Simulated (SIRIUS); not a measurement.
# Si (Pm-3m) in SIRIUS: a series of runs, part 2 of 2

SIRIUS 7.12.0.

## (4) Equation of state, LDA, 15.91 Å³/atom (volume scaled by 0.98)

sirius.json

```json
{
  "control": {
    "processing_unit": "cpu",
    "std_evp_solver_name": "lapack",
    "gen_evp_solver_name": "lapack",
    "verbosity": 2,
    "print_forces": false,
    "ortho_rf": true,
    "use_second_variation": true,
    "rmt_max": 3.0,
    "num_bands_to_print": 12,
    "save_wf": true
  },
  "parameters": {
    "electronic_structure_method": "full_potential_lapwlo",
    "xc_functionals": ["XC_LDA_X", "XC_LDA_C_PW"],
    "core_relativity": "dirac",
    "valence_relativity": "iora",
    "num_fv_states": 12,
    "smearing": "fermi_dirac",
    "smearing_width": 0.0018374661,
    "pw_cutoff": 20,
    "gk_cutoff": 3.41,
    "lmax_apw": 10,
    "lmax_rho": 8,
    "lmax_pot": 8,
    "num_mag_dims": 0,
    "auto_rmt": 0,
    "ngridk": [10, 10, 10],
    "shiftk": [0, 0, 0],
    "num_dft_iter": 80,
    "energy_tol": 1e-07,
    "density_tol": 1e-05,
    "use_symmetry": true
  },
  "settings": {"tol_ne": 1e-10},
  "iterative_solver": {"type": "exact"},
  "mixer": {"type": "anderson", "beta": 0.5, "max_history": 8},
  "unit_cell": {
    "lattice_vectors": [[4.7528793933, 0.0, 0.0], [0.0, 4.7528793933, 0.0], [0.0, 0.0, 4.7528793933]],
    "atom_types": ["Si"],
    "atom_files": {"Si": "Si.json"},
    "atoms": {"Si": [[0.5, 0.5, 0.5]]}
  }
}
```

Si.json

```json
{
  "name": "silicon",
  "symbol": "Si",
  "number": 14,
  "mass": 28.0855,
  "rmin": 1e-06,
  "rmt": 2.29,
  "nrmt": 800,
  "rinf": 17.42,
  "core": "1s",
  "valence": [
    {"basis": [{"enu": 0.11, "dme": 0, "n": 0, "auto": 0}, {"enu": 0.11, "dme": 1, "n": 0, "auto": 0}]},
    {"l": 0, "n": 1, "basis": [{"enu": 0.1367, "dme": 0, "n": 0, "auto": 0}]},
    {"l": 1, "n": 2, "basis": [{"enu": 0.21, "dme": 0, "n": 0, "auto": 0}]},
    {"l": 2, "n": 3, "basis": [{"enu": 0.21, "dme": 0, "n": 0, "auto": 0}]},
    {"l": 3, "n": 4, "basis": [{"enu": 0.21, "dme": 0, "n": 0, "auto": 0}]}
  ],
  "lo": [
    {
      "l": 0,
      "basis": [{"enu": 0.1367, "dme": 0, "n": 0, "auto": 0}, {"enu": 0.1367, "dme": 1, "n": 0, "auto": 0}]
    },
    {
      "l": 0,
      "basis": [{"enu": -4.7307, "dme": 0, "n": 2, "auto": 1}, {"enu": -4.7307, "dme": 1, "n": 2, "auto": 1}]
    },
    {
      "l": 0,
      "basis": [{"enu": -4.7307, "dme": 1, "n": 2, "auto": 1}, {"enu": 0.1367, "dme": 0, "n": 0, "auto": 0}]
    },
    {
      "l": 0,
      "basis": [{"enu": 0.1367, "dme": 0, "n": 0, "auto": 0}, {"enu": 3.1878, "dme": 0, "n": 0, "auto": 0}]
    },
    {"l": 1, "basis": [{"enu": 0.21, "dme": 0, "n": 0, "auto": 0}, {"enu": 0.21, "dme": 1, "n": 0, "auto": 0}]},
    {
      "l": 1,
      "basis": [{"enu": -3.1498, "dme": 0, "n": 2, "auto": 1}, {"enu": -3.1498, "dme": 1, "n": 2, "auto": 1}]
    },
    {
      "l": 1,
      "basis": [{"enu": -3.1498, "dme": 1, "n": 2, "auto": 1}, {"enu": 0.21, "dme": 0, "n": 0, "auto": 0}]
    },
    {"l": 1, "basis": [{"enu": 0.21, "dme": 0, "n": 0, "auto": 0}, {"enu": 3.7187, "dme": 0, "n": 0, "auto": 0}]},
    {"l": 2, "basis": [{"enu": 0.21, "dme": 0, "n": 0, "auto": 0}, {"enu": 0.21, "dme": 1, "n": 0, "auto": 0}]},
    {"l": 2, "basis": [{"enu": 0.21, "dme": 1, "n": 0, "auto": 0}, {"enu": 0.21, "dme": 2, "n": 0, "auto": 0}]},
    {"l": 2, "basis": [{"enu": 0.21, "dme": 0, "n": 0, "auto": 0}, {"enu": 3.1848, "dme": 0, "n": 0, "auto": 0}]},
    {"l": 3, "basis": [{"enu": 0.21, "dme": 0, "n": 0, "auto": 0}, {"enu": 0.21, "dme": 1, "n": 0, "auto": 0}]}
  ],
  "free_atom": [... radial grid and density of the free atom, the start of the SCF ...]
}
```

sirius_start.json

```json
{
  "control": {
    "processing_unit": "cpu",
    "std_evp_solver_name": "lapack",
    "gen_evp_solver_name": "lapack",
    "verbosity": 1,
    "print_forces": false,
    "ortho_rf": true,
    "use_second_variation": true,
    "rmt_max": 3.0,
    "num_bands_to_print": 12,
    "save_wf": false
  },
  "parameters": {
    "electronic_structure_method": "full_potential_lapwlo",
    "xc_functionals": ["XC_LDA_X", "XC_LDA_C_PW"],
    "core_relativity": "dirac",
    "valence_relativity": "iora",
    "num_fv_states": 12,
    "smearing": "fermi_dirac",
    "smearing_width": 0.0055123983,
    "pw_cutoff": 20,
    "gk_cutoff": 2.72,
    "lmax_apw": 10,
    "lmax_rho": 8,
    "lmax_pot": 8,
    "num_mag_dims": 0,
    "auto_rmt": 0,
    "ngridk": [4, 4, 4],
    "shiftk": [0, 0, 0],
    "num_dft_iter": 30,
    "energy_tol": 0.01,
    "density_tol": 0.05,
    "use_symmetry": true
  },
  "settings": {"tol_ne": 1e-10},
  "iterative_solver": {"type": "exact"},
  "mixer": {"type": "anderson", "beta": 0.5, "max_history": 8},
  "unit_cell": {
    "lattice_vectors": [[4.7528793933, 0.0, 0.0], [0.0, 4.7528793933, 0.0], [0.0, 0.0, 4.7528793933]],
    "atom_types": ["Si"],
    "atom_files": {"Si": "Si.json"},
    "atoms": {"Si": [[0.5, 0.5, 0.5]]}
  }
}
```

Started as:

```sh
> OMP_NUM_THREADS=1 sirius.scf --input=sirius_start.json --output=start.json
> OMP_NUM_THREADS=1 sirius.scf --input=sirius.json --output=output.json --task=1
```

Wall time 11 s (1 thread of Arm Neoverse V1, shared host); peak memory 0.27 GiB.

It converged, with:

```
Free energy                                       : -7864.9433 eV
Band gap on the k mesh                            : none (metal or under the smearing width)
All electrons inside the program's atomic spheres : Si 12.48 (radii Si 2.29 bohr)
```

## (5) Equation of state, LDA, 16.23 Å³/atom

Edit sirius.json of step 4 so:

```diff
@@ -39,3 +39,3 @@
   "unit_cell": {
-    "lattice_vectors": [[4.7528793933, 0.0, 0.0], [0.0, 4.7528793933, 0.0], [0.0, 0.0, 4.7528793933]],
+    "lattice_vectors": [[4.7849944174, 0.0, 0.0], [0.0, 4.7849944174, 0.0], [0.0, 0.0, 4.7849944174]],
     "atom_types": ["Si"],
```

Si.json

```json
{
  "name": "silicon",
  "symbol": "Si",
  "number": 14,
  "mass": 28.0855,
  "rmin": 1e-06,
  "rmt": 2.29,
  "nrmt": 800,
  "rinf": 17.42,
  "core": "1s",
  "valence": [
    {"basis": [{"enu": 0.1, "dme": 0, "n": 0, "auto": 0}, {"enu": 0.1, "dme": 1, "n": 0, "auto": 0}]},
    {"l": 0, "n": 1, "basis": [{"enu": 0.1267, "dme": 0, "n": 0, "auto": 0}]},
    {"l": 1, "n": 2, "basis": [{"enu": 0.2, "dme": 0, "n": 0, "auto": 0}]},
    {"l": 2, "n": 3, "basis": [{"enu": 0.2, "dme": 0, "n": 0, "auto": 0}]},
    {"l": 3, "n": 4, "basis": [{"enu": 0.2, "dme": 0, "n": 0, "auto": 0}]}
  ],
  "lo": [
    {
      "l": 0,
      "basis": [{"enu": 0.1267, "dme": 0, "n": 0, "auto": 0}, {"enu": 0.1267, "dme": 1, "n": 0, "auto": 0}]
    },
    {
      "l": 0,
      "basis": [{"enu": -4.7407, "dme": 0, "n": 2, "auto": 1}, {"enu": -4.7407, "dme": 1, "n": 2, "auto": 1}]
    },
    {
      "l": 0,
      "basis": [{"enu": -4.7407, "dme": 1, "n": 2, "auto": 1}, {"enu": 0.1267, "dme": 0, "n": 0, "auto": 0}]
    },
    {
      "l": 0,
      "basis": [{"enu": 0.1267, "dme": 0, "n": 0, "auto": 0}, {"enu": 3.1778, "dme": 0, "n": 0, "auto": 0}]
    },
    {"l": 1, "basis": [{"enu": 0.2, "dme": 0, "n": 0, "auto": 0}, {"enu": 0.2, "dme": 1, "n": 0, "auto": 0}]},
    {
      "l": 1,
      "basis": [{"enu": -3.1598, "dme": 0, "n": 2, "auto": 1}, {"enu": -3.1598, "dme": 1, "n": 2, "auto": 1}]
    },
    {"l": 1, "basis": [{"enu": -3.1598, "dme": 1, "n": 2, "auto": 1}, {"enu": 0.2, "dme": 0, "n": 0, "auto": 0}]},
    {"l": 1, "basis": [{"enu": 0.2, "dme": 0, "n": 0, "auto": 0}, {"enu": 3.7087, "dme": 0, "n": 0, "auto": 0}]},
    {"l": 2, "basis": [{"enu": 0.2, "dme": 0, "n": 0, "auto": 0}, {"enu": 0.2, "dme": 1, "n": 0, "auto": 0}]},
    {"l": 2, "basis": [{"enu": 0.2, "dme": 1, "n": 0, "auto": 0}, {"enu": 0.2, "dme": 2, "n": 0, "auto": 0}]},
    {"l": 2, "basis": [{"enu": 0.2, "dme": 0, "n": 0, "auto": 0}, {"enu": 3.1748, "dme": 0, "n": 0, "auto": 0}]},
    {"l": 3, "basis": [{"enu": 0.2, "dme": 0, "n": 0, "auto": 0}, {"enu": 0.2, "dme": 1, "n": 0, "auto": 0}]}
  ],
  "free_atom": [... radial grid and density of the free atom, the start of the SCF ...]
}
```

Edit sirius_start.json of step 4 so:

```diff
@@ -39,3 +39,3 @@
   "unit_cell": {
-    "lattice_vectors": [[4.7528793933, 0.0, 0.0], [0.0, 4.7528793933, 0.0], [0.0, 0.0, 4.7528793933]],
+    "lattice_vectors": [[4.7849944174, 0.0, 0.0], [0.0, 4.7849944174, 0.0], [0.0, 0.0, 4.7849944174]],
     "atom_types": ["Si"],
```

Started as:

```sh
> OMP_NUM_THREADS=1 sirius.scf --input=sirius_start.json --output=start.json
> OMP_NUM_THREADS=1 sirius.scf --input=sirius.json --output=output.json --task=1
```

Wall time 11 s (1 thread of Arm Neoverse V1, shared host); peak memory 0.27 GiB.

The run converged. Its results:

```
Free energy                                       : -7864.9382 eV
Band gap on the k mesh                            : none (metal or under the smearing width)
All electrons inside the program's atomic spheres : Si 12.45 (radii Si 2.29 bohr)
```

## (6) Equation of state, LDA, 16.56 Å³/atom (volume scaled by 1.02)

Edit sirius.json of step 5 so:

```diff
@@ -39,3 +39,3 @@
   "unit_cell": {
-    "lattice_vectors": [[4.7849944174, 0.0, 0.0], [0.0, 4.7849944174, 0.0], [0.0, 0.0, 4.7849944174]],
+    "lattice_vectors": [[4.8166840457, 0.0, 0.0], [0.0, 4.8166840457, 0.0], [0.0, 0.0, 4.8166840457]],
     "atom_types": ["Si"],
```

Si.json

```json
{
  "name": "silicon",
  "symbol": "Si",
  "number": 14,
  "mass": 28.0855,
  "rmin": 1e-06,
  "rmt": 2.29,
  "nrmt": 800,
  "rinf": 17.42,
  "core": "1s",
  "valence": [
    {"basis": [{"enu": 0.09, "dme": 0, "n": 0, "auto": 0}, {"enu": 0.09, "dme": 1, "n": 0, "auto": 0}]},
    {"l": 0, "n": 1, "basis": [{"enu": 0.1167, "dme": 0, "n": 0, "auto": 0}]},
    {"l": 1, "n": 2, "basis": [{"enu": 0.19, "dme": 0, "n": 0, "auto": 0}]},
    {"l": 2, "n": 3, "basis": [{"enu": 0.19, "dme": 0, "n": 0, "auto": 0}]},
    {"l": 3, "n": 4, "basis": [{"enu": 0.19, "dme": 0, "n": 0, "auto": 0}]}
  ],
  "lo": [
    {
      "l": 0,
      "basis": [{"enu": 0.1167, "dme": 0, "n": 0, "auto": 0}, {"enu": 0.1167, "dme": 1, "n": 0, "auto": 0}]
    },
    {
      "l": 0,
      "basis": [{"enu": -4.7507, "dme": 0, "n": 2, "auto": 1}, {"enu": -4.7507, "dme": 1, "n": 2, "auto": 1}]
    },
    {
      "l": 0,
      "basis": [{"enu": -4.7507, "dme": 1, "n": 2, "auto": 1}, {"enu": 0.1167, "dme": 0, "n": 0, "auto": 0}]
    },
    {
      "l": 0,
      "basis": [{"enu": 0.1167, "dme": 0, "n": 0, "auto": 0}, {"enu": 3.1678, "dme": 0, "n": 0, "auto": 0}]
    },
    {"l": 1, "basis": [{"enu": 0.19, "dme": 0, "n": 0, "auto": 0}, {"enu": 0.19, "dme": 1, "n": 0, "auto": 0}]},
    {
      "l": 1,
      "basis": [{"enu": -3.1698, "dme": 0, "n": 2, "auto": 1}, {"enu": -3.1698, "dme": 1, "n": 2, "auto": 1}]
    },
    {
      "l": 1,
      "basis": [{"enu": -3.1698, "dme": 1, "n": 2, "auto": 1}, {"enu": 0.19, "dme": 0, "n": 0, "auto": 0}]
    },
    {"l": 1, "basis": [{"enu": 0.19, "dme": 0, "n": 0, "auto": 0}, {"enu": 3.6987, "dme": 0, "n": 0, "auto": 0}]},
    {"l": 2, "basis": [{"enu": 0.19, "dme": 0, "n": 0, "auto": 0}, {"enu": 0.19, "dme": 1, "n": 0, "auto": 0}]},
    {"l": 2, "basis": [{"enu": 0.19, "dme": 1, "n": 0, "auto": 0}, {"enu": 0.19, "dme": 2, "n": 0, "auto": 0}]},
    {"l": 2, "basis": [{"enu": 0.19, "dme": 0, "n": 0, "auto": 0}, {"enu": 3.1648, "dme": 0, "n": 0, "auto": 0}]},
    {"l": 3, "basis": [{"enu": 0.19, "dme": 0, "n": 0, "auto": 0}, {"enu": 0.19, "dme": 1, "n": 0, "auto": 0}]}
  ],
  "free_atom": [... radial grid and density of the free atom, the start of the SCF ...]
}
```

Edit sirius_start.json of step 5 so:

```diff
@@ -39,3 +39,3 @@
   "unit_cell": {
-    "lattice_vectors": [[4.7849944174, 0.0, 0.0], [0.0, 4.7849944174, 0.0], [0.0, 0.0, 4.7849944174]],
+    "lattice_vectors": [[4.8166840457, 0.0, 0.0], [0.0, 4.8166840457, 0.0], [0.0, 0.0, 4.8166840457]],
     "atom_types": ["Si"],
```

Potentials or basis: all-electron FP-LAPW, apw+lo standard.

Started as:

```sh
> OMP_NUM_THREADS=1 sirius.scf --input=sirius_start.json --output=start.json
> OMP_NUM_THREADS=1 sirius.scf --input=sirius.json --output=output.json --task=1
```

Run time: 11 s. Hardware: 1 thread of Arm Neoverse V1, shared host; peak memory 0.27 GiB.

It converged, with:

- Free energy: -7864.9293 eV
- Band gap on the k mesh: none (metal or under the smearing width)
- All electrons inside the program's atomic spheres: Si 12.43 (radii Si 2.29 bohr)

## (7) Equation of state, LDA, 16.88 Å³/atom (volume scaled by 1.04)

Edit sirius.json of step 6 so:

```diff
@@ -39,3 +39,3 @@
   "unit_cell": {
-    "lattice_vectors": [[4.8166840457, 0.0, 0.0], [0.0, 4.8166840457, 0.0], [0.0, 0.0, 4.8166840457]],
+    "lattice_vectors": [[4.8479620912, 0.0, 0.0], [0.0, 4.8479620912, 0.0], [0.0, 0.0, 4.8479620912]],
     "atom_types": ["Si"],
```

Si.json is that of step 6.

Edit sirius_start.json of step 6 so:

```diff
@@ -39,3 +39,3 @@
   "unit_cell": {
-    "lattice_vectors": [[4.8166840457, 0.0, 0.0], [0.0, 4.8166840457, 0.0], [0.0, 0.0, 4.8166840457]],
+    "lattice_vectors": [[4.8479620912, 0.0, 0.0], [0.0, 4.8479620912, 0.0], [0.0, 0.0, 4.8479620912]],
     "atom_types": ["Si"],
```

Started as:

```sh
> OMP_NUM_THREADS=1 sirius.scf --input=sirius_start.json --output=start.json
> OMP_NUM_THREADS=1 sirius.scf --input=sirius.json --output=output.json --task=1
```

Run time: 11 s. Hardware: 1 thread of Arm Neoverse V1, shared host; peak memory 0.28 GiB.

The run converged. Its results:

- Free energy: -7864.9168 eV
- Band gap on the k mesh: none (metal or under the smearing width)
- All electrons inside the program's atomic spheres: Si 12.41 (radii Si 2.29 bohr)

## (8) Equation of state, LDA, 17.21 Å³/atom (volume scaled by 1.06)

Edit sirius.json of step 7 so:

```diff
@@ -39,3 +39,3 @@
   "unit_cell": {
-    "lattice_vectors": [[4.8479620912, 0.0, 0.0], [0.0, 4.8479620912, 0.0], [0.0, 0.0, 4.8479620912]],
+    "lattice_vectors": [[4.8788416633, 0.0, 0.0], [0.0, 4.8788416633, 0.0], [0.0, 0.0, 4.8788416633]],
     "atom_types": ["Si"],
```

Si.json

```json
{
  "name": "silicon",
  "symbol": "Si",
  "number": 14,
  "mass": 28.0855,
  "rmin": 1e-06,
  "rmt": 2.29,
  "nrmt": 800,
  "rinf": 17.42,
  "core": "1s",
  "valence": [
    {"basis": [{"enu": 0.08, "dme": 0, "n": 0, "auto": 0}, {"enu": 0.08, "dme": 1, "n": 0, "auto": 0}]},
    {"l": 0, "n": 1, "basis": [{"enu": 0.1068, "dme": 0, "n": 0, "auto": 0}]},
    {"l": 1, "n": 2, "basis": [{"enu": 0.18, "dme": 0, "n": 0, "auto": 0}]},
    {"l": 2, "n": 3, "basis": [{"enu": 0.18, "dme": 0, "n": 0, "auto": 0}]},
    {"l": 3, "n": 4, "basis": [{"enu": 0.18, "dme": 0, "n": 0, "auto": 0}]}
  ],
  "lo": [
    {
      "l": 0,
      "basis": [{"enu": 0.1068, "dme": 0, "n": 0, "auto": 0}, {"enu": 0.1068, "dme": 1, "n": 0, "auto": 0}]
    },
    {
      "l": 0,
      "basis": [{"enu": -4.7607, "dme": 0, "n": 2, "auto": 1}, {"enu": -4.7607, "dme": 1, "n": 2, "auto": 1}]
    },
    {
      "l": 0,
      "basis": [{"enu": -4.7607, "dme": 1, "n": 2, "auto": 1}, {"enu": 0.1068, "dme": 0, "n": 0, "auto": 0}]
    },
    {
      "l": 0,
      "basis": [{"enu": 0.1068, "dme": 0, "n": 0, "auto": 0}, {"enu": 3.1578, "dme": 0, "n": 0, "auto": 0}]
    },
    {"l": 1, "basis": [{"enu": 0.18, "dme": 0, "n": 0, "auto": 0}, {"enu": 0.18, "dme": 1, "n": 0, "auto": 0}]},
    {
      "l": 1,
      "basis": [{"enu": -3.1798, "dme": 0, "n": 2, "auto": 1}, {"enu": -3.1798, "dme": 1, "n": 2, "auto": 1}]
    },
    {
      "l": 1,
      "basis": [{"enu": -3.1798, "dme": 1, "n": 2, "auto": 1}, {"enu": 0.18, "dme": 0, "n": 0, "auto": 0}]
    },
    {"l": 1, "basis": [{"enu": 0.18, "dme": 0, "n": 0, "auto": 0}, {"enu": 3.6887, "dme": 0, "n": 0, "auto": 0}]},
    {"l": 2, "basis": [{"enu": 0.18, "dme": 0, "n": 0, "auto": 0}, {"enu": 0.18, "dme": 1, "n": 0, "auto": 0}]},
    {"l": 2, "basis": [{"enu": 0.18, "dme": 1, "n": 0, "auto": 0}, {"enu": 0.18, "dme": 2, "n": 0, "auto": 0}]},
    {"l": 2, "basis": [{"enu": 0.18, "dme": 0, "n": 0, "auto": 0}, {"enu": 3.1548, "dme": 0, "n": 0, "auto": 0}]},
    {"l": 3, "basis": [{"enu": 0.18, "dme": 0, "n": 0, "auto": 0}, {"enu": 0.18, "dme": 1, "n": 0, "auto": 0}]}
  ],
  "free_atom": [... radial grid and density of the free atom, the start of the SCF ...]
}
```

Edit sirius_start.json of step 7 so:

```diff
@@ -39,3 +39,3 @@
   "unit_cell": {
-    "lattice_vectors": [[4.8479620912, 0.0, 0.0], [0.0, 4.8479620912, 0.0], [0.0, 0.0, 4.8479620912]],
+    "lattice_vectors": [[4.8788416633, 0.0, 0.0], [0.0, 4.8788416633, 0.0], [0.0, 0.0, 4.8788416633]],
     "atom_types": ["Si"],
```

Started as:

```sh
> OMP_NUM_THREADS=1 sirius.scf --input=sirius_start.json --output=start.json
> OMP_NUM_THREADS=1 sirius.scf --input=sirius.json --output=output.json --task=1
```

It took 11 s on 1 thread of Arm Neoverse V1, shared host; peak memory 0.28 GiB.

The run converged. Its results:

```yaml
Free_energy: -7864.9013 eV
Band_gap_on_the_k_mesh: none (metal or under the smearing width)
All_electrons_inside_the_program's_atomic_spheres: Si 12.38 (radii Si 2.29 bohr)
```

## (9) Equation of state, LDA

Potentials or basis: all-electron FP-LAPW, apw+lo standard.

No new run: the results of the series are fitted here.

What came out:

| Property | Result |
| --- | --- |
| Equilibrium volume | 15.70 Å³/atom |
| Bulk modulus | 113 GPa |
| Pressure derivative of the bulk modulus | 4.5 |

Energy against volume, from the lowest point:
| volume (Å³/atom) | energy (meV/atom) |
| --- | --- |
| 15.261 | 4.29 |
| 15.585 | 0.00 |
| 15.910 | 0.62 |
| 16.235 | 5.68 |
| 16.560 | 14.61 |
| 16.884 | 27.05 |
| 17.209 | 42.63 |
